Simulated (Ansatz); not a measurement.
# A series in volume per atom on In

Periodic Kohn-Sham DFT of a crystal at fixed atoms; pressure and stress are positive in compression; the energy is the free energy less that of spherical unpolarised free atoms; site moments are those in the method's own spheres, positive along +z. The results are calculated, by Ansatz 0.2.0.

Cell of the first row (space group I4/mmm, No. 139):
```
CELL_PARAMETERS angstrom
-1.59300 1.59300 2.42340
1.59300 -1.59300 2.42340
1.59300 1.59300 -2.42340
ATOMIC_POSITIONS crystal
In 0.00000 0.00000 0.00000
```

Settings of every row: method frozen-core PAW; functional LDA; relativity scalar; k mesh 14x14x14; filling fermi-dirac; smearing width 0.05 eV; wave cutoff 420 eV; paw set soft_2.

Atom start moment: 0 on all atoms.

Limits: PAW files made with PBE.

```csv
row,volume per atom (Å³),pressure (GPa)
1,24.598,-0.027
2,25.121,-1.031
3,25.645,-1.911
4,25.906,-2.309
5,26.168,?
6,26.43,-3.032
7,26.691,-3.358
8,27.215,-3.949
9,27.738,-4.464
```

Question: what pressure should row 5 give?

Worked fit of pressure. Take u = (V_r/V)^(2/3) − 1 with V_r = 26.168 Å³ an atom, which is twice the finite (Eulerian) strain; such expansions in the strain, on which the Birch-Murnaghan equation of state is built, carry the rest volume and the bulk modulus. The shown rows have u = 0.04211, 0.0276, 0.01355, 0.00673, -0.00662, -0.01311, -0.02581, -0.0381. Least squares give pressure = −2.6826 + 54.111 × u + 202.19 × u² + 243 × u³ GPa; a parabola predicts inner rows, each left out in turn, worse (root mean square 0.004 against 0.00088 GPa). The rows lie off it by 0.000, -0.001, 0.001, 0.000, 0.000, 0.000, 0.000, 0.000. The withheld row has u = 0, so the fit gives −2.6826 + 54.111 × (0) + 202.19 × (0)² + 243 × (0)³ = -2.683 GPa.

The calculation gave -2.682 GPa. The fit lies 0.001 GPa (0.023 % of the column's range) below it, one unit of the last digit.
